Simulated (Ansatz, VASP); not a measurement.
## One calculation of Si, two programs

Contents of POSCAR:

```
Si
1.0
    0.0000000000      2.7754839776      2.7754839776
    2.7754839776      0.0000000000      2.7754839776
    2.7754839776      2.7754839776      0.0000000000
Si
2
Direct
    0.7500000000      0.7500000000      0.7500000000
    0.5000000000      0.5000000000      0.5000000000
```

File INCAR.step1:

```
PREC = Accurate
ENCUT = 520
ISMEAR = 0
SIGMA = 0.02
LREAL = False
LASPH = True
NELM = 80
NBANDS = 11
GGA = PE
ALGO = Normal
EDIFF = 1E-4
LWAVE = True
LCHARG = False
```

INCAR.step2

```
PREC = Accurate
ENCUT = 520
EDIFF = 1E-6
ISMEAR = 0
SIGMA = 0.02
LREAL = False
LASPH = True
NELM = 80
ALGO = Normal
ISIF = 2
LWAVE = False
LCHARG = False
METAGGA = R2SCAN
LMIXTAU = True
NBANDS = 11
ISTART = 1
```

File KPOINTS:

```
regular mesh
0
Gamma
  10 10 10
```

Input for Ansatz:

```yaml
crystal:
  lattice:
    - [0.0, 2.7754839776, 2.7754839776]
    - [2.7754839776, 0.0, 2.7754839776]
    - [2.7754839776, 2.7754839776, 0.0]
  atoms:
    - { symbol: Si, position: [0.75, 0.75, 0.75] }
    - { symbol: Si, position: [0.5, 0.5, 0.5] }
basis:
  ecutwfc: 500
kpoints:
  mp_grid: { grid: [10, 10, 10] }
hamiltonian:
  xc: r2scan
scf:
  occupations: { method: gaussian, width: 0.02 }
output:
  forces: true
  stress: true
  eigenvalues: true
```

Alike in both runs: task single point; functional r2SCAN; k mesh 10 × 10 × 10; occupations gaussian, width 0.02 eV; no spin polarisation.

|  | VASP | Ansatz |
| --- | --- | --- |
| version | VASP 6.6.1 | Ansatz 0.2.0 |
| potentials or method | VASP PAW PBE potentials, release 64 (Si) | scalar-relativistic, plane waves, PAW |
| plane-wave cutoff (eV) | 520 | 500 |
| valence electrons in the cell | 8 | 8 |

```tsv
	VASP	Ansatz	Ansatz less VASP
gap on the k mesh at the Fermi level (eV)	0.88	0.87	-0.013
least direct gap on the mesh (eV)	2.73	2.71	-0.013
pressure (GPa)	-5.2	-5.0	+0.21
```

Caveats: the PAW data sets were made with another functional, which shifts forces and pressure a little (VASP). r2SCAN opens gaps a little over a GGA but as a rule still falls short of measured ones. A k mesh can miss the band edges.
